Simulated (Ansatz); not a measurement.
# Si: the cost of one run

Computed with Ansatz 0.2.0 (DFT r2SCAN, scalar-relativistic, plane waves, PAW, unless a step's input says otherwise).

2 further runs of the same task are left out: 2 set aside as unsound or not needed. Runs told in other sessions of the task aren't counted.

### Step 1. The system as given

It takes space group I4/mmm (No. 139, tetragonal). Conventional cell: a = 3.318 Å, b = 3.318 Å, c = 2.553 Å, α = 90.00°, β = 90.00°, γ = 90.00°. Si (site symmetry 4/mmm) has 10 Si at 2.55 to 2.67 Å in its first shell of neighbours.

As a file:

```
Si
1.0
    -1.65885   -1.65885    1.27634
    -1.65885    1.65885    1.27634
    -3.31769    0.00000   -2.55267
Si
2
Direct
  0.50000 0.50000 0.50000
  0.00000 0.00000 0.00000
```

It goes back to an entry of the Materials Project, which need not be the stable form.

It is built from the cell relaxed beforehand with the same method (14.05 Å³/atom).

### Step 2. The reference cell

The cell is repeated 2 times, 2 atoms in all. Reference values: F = -1276.8035 eV; pressure 0.10 GPa; largest force 0.000 eV/Å; gap on the mesh none (metal). It was computed beforehand with the settings of the runs below.

### Step 3. Next: a frozen normal mode

Mode 6 of the phonon run on this cell, counted from the lowest, is frozen in: each atom moves by x times its row below, so x is the largest displacement.

```
atom      ux     uy      uz
 Si1  -0.370  0.000  -0.929
 Si2   0.370  0.000   0.929
```

### Step 4. At x = -0.200 Å

The input, input.yaml:

```yaml
crystal:
  lattice:
    - [-1.6588457136, -1.6588457136, 1.276336932]
    - [-1.6588457136, 1.6588457136, 1.276336932]
    - [-3.3176914272, 0.0, -2.5526738641]
  atoms:
    - { symbol: Si, position: [0.5252360624, 0.5252360624, 0.4524512857] }
    - { symbol: Si, position: [-0.0252360624, -0.0252360624, 0.0475487143] }
basis:
  ecutwfc: 500
kpoints:
  mp_grid: { grid: [24, 24, 16] }
hamiltonian:
  xc: r2scan
scf:
  occupations: { method: gaussian, width: 0.15 }
output:
  forces: true
  stress: true
  eigenvalues: true
```

Command:

```bash
> ansatz run input.yaml --threads 2 --pin off --max-ram 5120MiB --backend cpu --events-out ev --progress --plain --runs-dir out
```

**Question.** How long does this run take on 2 threads of Arm Neoverse V2, shared host, and how much memory does it need?

About 29 s, with a peak of 1 GiB.
